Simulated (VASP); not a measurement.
Here is a VASP 6.6.1 calculation.

The input INCAR:

```
PREC     = Accurate       # precision mode
ENCUT    = 520            # plane-wave cutoff, eV
EDIFF    = 1E-7           # SCF threshold, eV
ISMEAR   = 0              # smearing method
SIGMA    = 0.01           # smearing width, eV
LREAL    = F              # projectors in reciprocal space
LASPH    = T              # aspherical terms in the spheres
NELM     = 100            # most SCF steps
ALGO     = Fast           # electronic algorithm
ISIF     = 2              # what is computed and relaxed
LWAVE    = F              # write WAVECAR
LCHARG   = F              # write CHGCAR
GGA      = PE             # functional
NBANDS   = 30             # bands
```

Contents of KPOINTS:

```
regular mesh
0
Gamma
  14 10 1
```

POSCAR

```
P
1.0
    3.3054473976      0.0000000000      0.0000000000
    0.0000000000      4.5957571229      0.0000000000
    0.0000000000      0.0000000000     21.3727681600
P
8
Direct
    0.5000000000      0.5878883948      0.3186394664
    0.0000000000      0.9121116052      0.3186394664
    0.0000000000      0.0875924206      0.4176070541
    0.5000000000      0.4124075794      0.4176070541
    0.0000000000      0.5875924206      0.5823929459
    0.5000000000      0.9124075794      0.5823929459
    0.5000000000      0.0878883948      0.6813605336
    0.0000000000      0.4121116052      0.6813605336
```

Potentials or basis: VASP PAW PBE potentials, release 64 (P).

The run is started by

```sh
$ cat potpaw_PBE.64/P/POTCAR > POTCAR
$ mpirun -np 1 vasp_std > vasp.out
```

(1) What does it give for the band gap on the k mesh?

(2) Estimate the largest force.

Answers

(1) 0.59 eV, direct.

(2) 0.051 eV/Å.
